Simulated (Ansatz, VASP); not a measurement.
## MoS2: VASP beside Ansatz

```
CELL_PARAMETERS angstrom
3.14917 0.00000 0.00000
-1.57458 2.72726 0.00000
0.00000 0.00000 12.08985
ATOMIC_POSITIONS crystal
Mo 0.33333 0.66667 0.25000
Mo 0.66667 0.33333 0.75000
S 0.33333 0.66667 0.62049
S 0.66667 0.33333 0.12049
S 0.33333 0.66667 0.87951
S 0.66667 0.33333 0.37951
```

Alike in both runs: functional PBE; dispersion D3(BJ); k mesh 12 × 12 × 4; occupations gaussian, width 0.02 eV; no spin polarisation.

Ansatz relaxed the structure, and its values are those at the end. VASP's run is a single point on that final structure, the one shown.

```csv
,VASP,Ansatz
version,VASP 6.6.1,Ansatz 0.2.0
potentials or method,"VASP PAW PBE potentials, release 64 (Mo_sv, S)","scalar-relativistic, plane waves, PAW"
plane-wave cutoff (eV),520,420
valence electrons in the cell,52,52
```

|  | VASP | Ansatz | Ansatz less VASP |
| --- | --- | --- | --- |
| gap on the k mesh at the Fermi level (eV) | 0.80 | 0.78 | -0.016 |
| least direct gap on the mesh (eV) | 1.70 | 1.70 | -0.004 |
| pressure (GPa) | -0.1 | 0.0 | +0.13 |
| rms of the force components (eV/Å) | 0.005 | 0.001 | -0.0040 |

A k mesh can miss the band edges. As with any semilocal functional, this PBE gap is likely too small.
